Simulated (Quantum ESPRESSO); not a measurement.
# Pd (I4/mmm) in Quantum ESPRESSO: a series of runs

Runs on Pd. Level: PBEsol. Tasks: single point.

Program: Quantum ESPRESSO 7.5. These are calculated values, not measurements. Logs are shortened: lines on timing, memory, paths and dates and some standing lists are left out, and cuts for length are marked.

### 1 The crystal as given

The structure is tetragonal, space group I4/mmm (No. 139). Conventional cell: a = 2.753 Å, b = 2.753 Å, c = 3.737 Å, α = 90.00°, β = 90.00°, γ = 90.00°. Around Pd (site symmetry 4/mmm) lie 12 Pd at 2.70 to 2.75 Å.

### 2 Single point, PBEsol, 14.16 Å³/atom

pw.in reads:

```
&CONTROL
  calculation = 'scf'
  prefix = 'pwscf'
  outdir = './tmp'
  pseudo_dir = './pseudo'
  tprnfor = .true.
  tstress = .true.
  disk_io = 'low'
/
&SYSTEM
  ibrav = 0
  nat = 1
  ntyp = 1
  ecutwfc = 45
  ecutrho = 360
  nbnd = 14
  occupations = 'smearing'
  smearing = 'fd'
  degauss = 0.00367493
/
&ELECTRONS
  conv_thr = 2d-10
  electron_maxstep = 120
  mixing_beta = 0.5
/
ATOMIC_SPECIES
Pd   106.4200 pd_pbesol_v1.4.uspp.F.UPF
CELL_PARAMETERS bohr
   0.0000000000    3.6783519016    3.6783519016
   3.5312178255    0.0000000000    3.6783519016
   3.5312178255    3.6783519016    0.0000000000
ATOMIC_POSITIONS bohr
Pd     0.0000000000    0.0000000000    0.0000000000
K_POINTS automatic
12 12 12 0 0 0
```

pp_density.in reads:

```
&INPUTPP
  prefix = 'pwscf'
  outdir = './tmp'
  filplot = 'density.dat'
  plot_num = 0
/
&PLOT
  nfile = 1
  filepp(1) = 'density.dat'
  iflag = 3
  output_format = 6
  fileout = 'density.cube'
/
```

pp_potential.in reads:

```
&INPUTPP
  prefix = 'pwscf'
  outdir = './tmp'
  filplot = 'potential.dat'
  plot_num = 11
/
&PLOT
  nfile = 1
  filepp(1) = 'potential.dat'
  iflag = 3
  output_format = 6
  fileout = 'potential.cube'
/
```

Potentials or basis: GBRV 1.5 PBEsol.

Command:

```
OMP_NUM_THREADS=1 mpirun -n 2 pw.x -nk 2 -in pw.in > pw.out
OMP_NUM_THREADS=1 mpirun -n 1 pp.x -in pp_density.in > pp_density.out
OMP_NUM_THREADS=1 mpirun -n 1 pp.x -in pp_potential.in > pp_potential.out
```

pw.out:

```text
This program is part of the open-source Quantum ESPRESSO suite
     for quantum simulation of materials; please cite
         "P. Giannozzi et al., J. Phys.:Condens. Matter 21 395502 (2009);
         "P. Giannozzi et al., J. Phys.:Condens. Matter 29 465901 (2017);
         "P. Giannozzi et al., J. Chem. Phys. 152 154105 (2020);
     in publications or presentations arising from this work. More details at

     Message from routine setup:
     using ibrav=0 with symmetry is DISCOURAGED, use correct ibrav instead

     K-points division:     npool     =       2
     Subspace diagonalization in iterative solution of the eigenvalue problem:
     a serial algorithm will be used

     G-vector sticks info
     --------------------
     sticks:   dense  smooth     PW     G-vecs:    dense   smooth      PW
     Sum         657     321    113                11037     3847     789

     Using Slab Decomposition

     bravais-lattice index     =            0
     lattice parameter (alat)  =       5.2020  a.u.
     unit-cell volume          =      95.5567 (a.u.)^3
     number of atoms/cell      =            1
     number of atomic types    =            1
     number of electrons       =        16.00
     number of Kohn-Sham states=           14
     kinetic-energy cutoff     =      45.0000  Ry
     charge density cutoff     =     360.0000  Ry
     scf convergence threshold =      2.0E-10
     mixing beta               =       0.5000
     number of iterations used =            8  plain     mixing
     Exchange-correlation= SLA  PW   PSX  PSC
                           (   1   4  10   8   0   0   0)

     celldm(1)=   5.201975  celldm(2)=   0.000000  celldm(3)=   0.000000
     celldm(4)=   0.000000  celldm(5)=   0.000000  celldm(6)=   0.000000

     crystal axes: (cart. coord. in units of alat)
               a(1) = (   0.000000   0.707107   0.707107 )
               a(2) = (   0.678823   0.000000   0.707107 )
               a(3) = (   0.678823   0.707107   0.000000 )

     reciprocal axes: (cart. coord. in units 2 pi/alat)
               b(1) = ( -0.736570  0.707107  0.707107 )
               b(2) = (  0.736570 -0.707107  0.707107 )
               b(3) = (  0.736570  0.707107 -0.707107 )

     PseudoPot. # 1 for Pd read from file:
     pd_pbesol_v1.4.uspp.F.UPF
     Pseudo is Ultrasoft + core correction, Zval = 16.0
     Generated by new atomic code, or converted to UPF format
     Using radial grid of  887 points,  6 beta functions with:
                l(1) =   0
                l(2) =   0
                l(3) =   1
                l(4) =   1
                l(5) =   2
                l(6) =   2
     Q(r) pseudized with  8 coefficients,  rinner =    1.130   1.130   1.130
                                                       1.130   1.130

     atomic species   valence    mass     pseudopotential
     Pd               16.00   106.42000     Pd( 1.00)

     16 Sym. Ops., with inversion, found

   Cartesian axes

     site n.     atom                  positions (alat units)
         1        Pd     tau(   1) = (   0.0000000   0.0000000   0.0000000  )

     number of k points=   163  Fermi-Dirac smearing, width (Ry)=  0.0037

     Number of k-points >= 100: set verbosity='high' to print them.

     Dense  grid:    11037 G-vectors     FFT dimensions: (  32,  32,  32)

     Smooth grid:     3847 G-vectors     FFT dimensions: (  24,  24,  24)

     Initial potential from superposition of free atoms

     starting charge      15.5000, renormalised to      16.0000

     negative rho (up, down):  7.690E-02 0.000E+00
     Starting wfcs are   12 randomized atomic wfcs +    2 random wfcs

     Self-consistent Calculation

     iteration #  1     ecut=    45.00 Ry     beta= 0.50
     Davidson diagonalization with overlap
     ethr =  1.00E-02,  avg # of iterations =  4.3

     negative rho (up, down):  7.704E-02 0.000E+00

     total energy              =    -198.31077341 Ry
     estimated scf accuracy    <       1.10212607 Ry

     iteration #  2     ecut=    45.00 Ry     beta= 0.50
     Davidson diagonalization with overlap
     ethr =  6.89E-03,  avg # of iterations =  2.0

     negative rho (up, down):  7.763E-02 0.000E+00

     total energy              =    -198.61227693 Ry
     estimated scf accuracy    <       0.12942073 Ry

     iteration #  3     ecut=    45.00 Ry     beta= 0.50
     Davidson diagonalization with overlap
     ethr =  8.09E-04,  avg # of iterations =  2.0

     negative rho (up, down):  7.816E-02 0.000E+00

     total energy              =    -198.63979953 Ry
     estimated scf accuracy    <       0.00156691 Ry

     iteration #  4     ecut=    45.00 Ry     beta= 0.50
     Davidson diagonalization with overlap
     ethr =  9.79E-06,  avg # of iterations =  2.6

     negative rho (up, down):  7.828E-02 0.000E+00

     total energy              =    -198.63997387 Ry
     estimated scf accuracy    <       0.00008984 Ry

     iteration #  5     ecut=    45.00 Ry     beta= 0.50
     Davidson diagonalization with overlap
     ethr =  5.61E-07,  avg # of iterations =  2.2

     negative rho (up, down):  7.839E-02 0.000E+00

     total energy              =    -198.63999316 Ry
     estimated scf accuracy    <       0.00000036 Ry

     iteration #  6     ecut=    45.00 Ry     beta= 0.50
     Davidson diagonalization with overlap
     ethr =  2.25E-09,  avg # of iterations =  2.1

     negative rho (up, down):  7.839E-02 0.000E+00

     total energy              =    -198.63999322 Ry
     estimated scf accuracy    <       0.00000009 Ry

     iteration #  7     ecut=    45.00 Ry     beta= 0.50
     Davidson diagonalization with overlap
     ethr =  5.79E-10,  avg # of iterations =  1.7

     negative rho (up, down):  7.839E-02 0.000E+00

     total energy              =    -198.63999324 Ry
     estimated scf accuracy    <          3.8E-10 Ry

     iteration #  8     ecut=    45.00 Ry     beta= 0.50
     Davidson diagonalization with overlap
     ethr =  2.39E-12,  avg # of iterations =  2.3

     negative rho (up, down):  7.839E-02 0.000E+00

     End of self-consistent calculation

     Number of k-points >= 100: set verbosity='high' to print the bands.

     the Fermi energy is    19.6108 ev

!    total energy              =    -198.63999324 Ry
     estimated scf accuracy    <          1.8E-11 Ry
     smearing contrib. (-TS)   =      -0.00130109 Ry
     internal energy E=F+TS    =    -198.63869215 Ry

     The total energy is F=E-TS. E is the sum of the following terms:
     one-electron contribution =     -39.95162856 Ry
     hartree contribution      =      34.21153621 Ry
     xc contribution           =     -31.17104240 Ry
     ewald contribution        =    -161.72755740 Ry

     convergence has been achieved in   8 iterations

     negative rho (up, down):  7.839E-02 0.000E+00

     Forces acting on atoms (cartesian axes, Ry/au):

     atom    1 type  1   force =     0.00000000    0.00000000    0.00000000

     Total force =     0.000000     Total SCF correction =     0.000000

     Computing stress (Cartesian axis) and pressure

     negative rho (up, down):  7.839E-02 0.000E+00
          total   stress  (Ry/bohr**3)                   (kbar)     P=       65.20
   0.00055626  -0.00000000  -0.00000000           81.83       -0.00       -0.00
  -0.00000000   0.00038673   0.00000000           -0.00       56.89        0.00
  -0.00000000   0.00000000   0.00038673           -0.00        0.00       56.89

=------------------------------------------------------------------------------=
   JOB DONE.
=------------------------------------------------------------------------------=
```

pp_density.out:

```text
This program is part of the open-source Quantum ESPRESSO suite
     for quantum simulation of materials; please cite
         "P. Giannozzi et al., J. Phys.:Condens. Matter 21 395502 (2009);
         "P. Giannozzi et al., J. Phys.:Condens. Matter 29 465901 (2017);
         "P. Giannozzi et al., J. Chem. Phys. 152 154105 (2020);
     in publications or presentations arising from this work. More details at

     IMPORTANT: XC functional enforced from input :
     Exchange-correlation= PBESOL
                           (   1   4  10   8   0   0   0)
     Any further DFT definition will be discarded
     Please, verify this is what you really want

     G-vector sticks info
     --------------------
     sticks:   dense  smooth     PW     G-vecs:    dense   smooth      PW
     Sum         657     321    113                11037     3847     789

     Using Slab Decomposition

     negative rho (up, down):  7.839E-02 0.000E+00

     Calling punch_plot, plot_num =   0
     Writing data to file  density.dat
     Reading data from file  density.dat

     Writing data to be plotted to file density.cube
     Plot Type: 3D                     Output format: Gaussian cube

=------------------------------------------------------------------------------=
   JOB DONE.
=------------------------------------------------------------------------------=
```

It took 8.9 s on 2 MPI ranks of Arm Neoverse V2, shared host; peak memory 0.14 GiB.

Results:

```
Free energy            : -2702.6348 eV
Pressure               : 6.5 GPa
Band gap on the k mesh : none (metal or under the smearing width)
```

### 3 Single point, PBEsol, 14.46 Å³/atom

Edit pw.in of step 2 so:

```diff
@@ -7,3 +7,3 @@
   tstress = .true.
-  disk_io = 'low'
+  disk_io = 'nowf'
 /
@@ -29,4 +29,4 @@
    0.0000000000    3.6783519016    3.6783519016
-   3.5312178255    0.0000000000    3.6783519016
-   3.5312178255    3.6783519016    0.0000000000
+   3.6047848636    0.0000000000    3.6783519016
+   3.6047848636    3.6783519016    0.0000000000
 ATOMIC_POSITIONS bohr
```

Potentials or basis: GBRV 1.5 PBEsol.

Command:

```
OMP_NUM_THREADS=1 mpirun -n 2 pw.x -nk 2 -in pw.in > pw.out
```

Run time: 7.3 s. Hardware: 2 MPI ranks of Arm Neoverse V2, shared host; peak memory 0.14 GiB.

It converged, with:

```yaml
Free_energy: -2702.6452 eV
Pressure: 1.7 GPa
Band_gap_on_the_k_mesh: none (metal or under the smearing width)
```
